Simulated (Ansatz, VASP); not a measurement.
**One calculation of ZrC, two programs**

```
Zr C
1.0
     0.00000    2.32249    2.32249
     2.32249    0.00000    2.32249
     2.32249    2.32249    0.00000
Zr C
1 1
Cartesian
  0.0000 0.0000 0.0000
  2.3225 2.3225 2.3225
```

Change from the starting cell: functional lda, volume scaled by 0.96, PAW files.

Alike in both runs: task electric field gradients; functional LDA; k mesh 14 × 14 × 14; occupations fermi-dirac, width 0.05 eV; no spin polarisation.

|  | VASP | Ansatz |
| --- | --- | --- |
| version | VASP 6.6.1 | Ansatz 0.2.0 |
| potentials or method | VASP PAW LDA potentials, release 64 (Zr_sv, C) | PAW with Ansatz's default frozen-core files, scalar-relativistic |
| plane-wave cutoff (eV) | 520 | 420 |
| valence electrons in the cell | 16 | 16 |

VASP gave:

```
pressure (GPa)                                                 : 0.1
Vzz of the field gradient on the site that differs most (V/Å²) : 0.0
```

Problem. Which values does Ansatz return?

Solution. Pressure (GPa): -0.5; Vzz of the field gradient on the site that differs most (V/Å²): 0.0.

Ansatz warned: «gradients_without_spin_orbit».
